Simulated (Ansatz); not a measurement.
Below is a relaxed structure of BeTe. The cell was found from a structure generator's guess, not taken from experiment.

Theory: DFT PBE, scalar-relativistic, plane waves, PAW in Ansatz 0.2.0. Cutoff 420 eV, Γ-centred mesh, Gaussian smearing, no spin polarisation.

```xyz
4
Lattice="3.9119 0.0000 0.0000 0.0000 3.9119 0.0000 0.0000 0.0000 7.4258" Properties=species:S:1:pos:R:3 pbc="T T T"
Be    0.0000    0.0000    3.7129
Be    1.9560    1.9560    3.7129
Te    1.9560    0.0000    5.2436
Te    0.0000    1.9560    2.1822
```

Energies over the elements count from the elements' standard structures at the same level, with no fitted energy shifts.

**Question.** What space group does it have?

**Answer.** P4/nmm (No. 129). Conventional cell: a = 3.912 Å, c = 7.426 Å. Be is surrounded by 4 Te at 2.48 Å and 4 Be at 2.77 Å; Te is surrounded by 4 Be at 2.48 Å.

**Question.** How far does it lie from the elements in energy?

**Answer.** −0.267 eV/atom.

**Question.** Is it a metal?

**Answer.** No, the gap on the 8×8×4 mesh is 2.12 eV.

The last run used an 8×8×4 mesh (in the run's order of axes) for its 4-atom cell and Gaussian smearing of 0.02 eV. No dispersion correction is applied, so the spacing and binding between layers, chains or molecules are poorly described. These runs have no spin–orbit coupling, which can matter for Te. Kohn–Sham gaps at this level usually fall short of measured ones. The missing spin–orbit coupling can work the other way here. The reference form of Te is held partly by dispersion forces, which this level lacks. Symmetry constrained the relaxation, so the result can be a saddle point. Another cell of BeTe relaxed alike, in F-43m (a cell as deposited in COD), lies 94 meV/atom lower, so this cell isn't the stable form at this level.
